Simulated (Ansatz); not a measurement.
The system is CoO.

```
Co O
1.0
     0.00000    2.13150    2.13150
     2.13150    0.00000    2.13150
     2.13150    2.13150    0.00000
Co O
1 1
Direct
  0.00000 0.00000 0.00000
  0.50000 0.50000 0.50000
```

- Program: Ansatz 0.2.0
- Task: relaxation of cell and atoms
- Functional: PBE
- Dispersion: D4
- Potentials or basis: Ansatz PAW
- Cutoff: 420 eV (not typed: the program's choice for these potentials)
- k mesh: 11 × 11 × 11
- Occupations: fermi-dirac, width 0.05 eV
- Spin: collinear spin, ferromagnetic start
- Starting moments: [2.0, 0.0] μB

At the start: volume 9.68 Å³/atom.

Task: How do energy, volume and symmetry change on relaxing?

Result: It ends after 7 steps and the volume is 9.39 Å³/atom (-3.0 %); space group Fm-3m (No. 225, to 0.05 Å); moment 2.86 μB per cell.

The path:
```
step  energy change (eV)  largest force (eV/Å)  volume (Å³)
   1              0.0000                0.0000        19.37
   2             -0.0082                0.0000        19.08
   3             -0.0118                0.0000        18.79
   4             -0.0117                0.0000        18.80
   5             -0.0094                0.0000        18.80
   6             -0.0095                0.0000        18.78
   7             -0.0093                0.0000        18.78
```

Final structure:
```
Co O
1.0
     0.00000    2.10982    2.10982
     2.10982    0.00000    2.10982
     2.10982    2.10982    0.00000
Co O
1 1
Direct
  0.00000 0.00000 0.00000
  0.50000 0.50000 0.50000
```

Caveat: the plane-wave basis is chosen anew once the cell has moved, so the energies of steps on either side of that aren't comparable; the pressure holds a Pulay correction of +0.8 GPa for the finite cutoff; a cell with one magnetic atom can't hold antiferromagnetic order, which such compounds often take; pairwise dispersion overbinds metals, which lowers pressure and volume.
